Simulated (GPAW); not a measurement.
ZrS2:

```
Zr S
1.0
     3.69138    0.00000    0.00000
    -1.84569    3.19683    0.00000
     0.00000    0.00000    6.04108
Zr S
1 2
Direct
  0.00000 0.00000 0.00000
  0.33333 0.66667 0.23791
  0.66667 0.33333 0.76209
```

The cell is a database's computed one.

Program: GPAW 26.7.0. Alike in all runs: cell as given; cutoff (eV) 600. Hardware: 1 thread of Arm Neoverse V2 (shared host).

Question: Order these runs on this cell by their wall time, lowest first.
A. task single point; level PBE; potentials or basis GPAW PAW data sets (gpaw-data 1.2.1), pw; spin off; k mesh 8 × 8 × 5; smearing gaussian 0.016 eV
B. task band structure; level PBEsol+U; potentials or basis PAW data sets generated in the run's folder for this functional, pw; spin off; U Zr d U = 3 eV; k mesh 8 × 8 × 5; smearing fermi-dirac 0.05 eV; band path GMKGALHA,LM,KH; band points 80
C. task band structure; level r2SCAN; potentials or basis GPAW PAW data sets (gpaw-data 1.2.1), pw; spin SOC, no magnetisation; k mesh 6 × 6 × 4; smearing fermi-dirac 0.05 eV; band path GMKGALHA,LM,KH; band points 80; spin axis theta (degrees) 90; spin axis phi (degrees) 45

Answer: A (36 s), B (94 s), C (250 s).

Caveats: spin-orbit coupling was added after a scalar SCF, so levels and gaps hold it while energy, forces, pressure and moments don't (some runs).

Not every run made on this cell is shown here.
